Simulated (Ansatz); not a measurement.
A relaxed cell of HgTe is given with its symmetry left out. The cell was found from a structure generator's guess, not taken from experiment.

Computed with Ansatz, DFT PBE+D3(BJ), scalar-relativistic, plane waves, PAW. Cutoff 420 eV, Γ-centred mesh, Gaussian smearing, no spin polarisation.

```
Hg Te
1.0
     4.76019    0.00000    0.00000
     0.00000    4.76019    0.00000
     0.00000    0.00000    5.06913
Hg Te
2 2
Direct
  0.00000 0.00000 0.00000
  0.50000 0.50000 0.00000
  0.00000 0.50000 0.34347
  0.50000 0.00000 0.65653
```

The zero of energy is the elements' standard structures at the same level; no fitted shifts are applied. The references include crystalline Hg.

(1) What space group does it have?

(2) What is its formation energy per atom?

(3) Is it a metal?

Results:

(1) P4/nmm (No. 129), the anti-litharge type. Conventional cell: a = 4.760 Å, c = 5.069 Å. Hg has 4 Te at 2.95 Å and 4 Hg at 3.37 Å; Te has 4 Hg at 2.95 Å.

(2) −0.01 eV/atom. The formation energy is too near zero to say whether this cell lies below the elements.

(3) Yes, bands cross the Fermi level on the 10×10×10 mesh.

The last run used a 10×10×10 mesh for its 4-atom cell and Gaussian smearing of 0.10 eV. The k mesh leaves some 4 meV/atom of noise in the energy of each metallic cell. These runs have no spin–orbit coupling, which can matter for Hg and Te. Symmetry constrained the relaxation, so the result can be a saddle point.
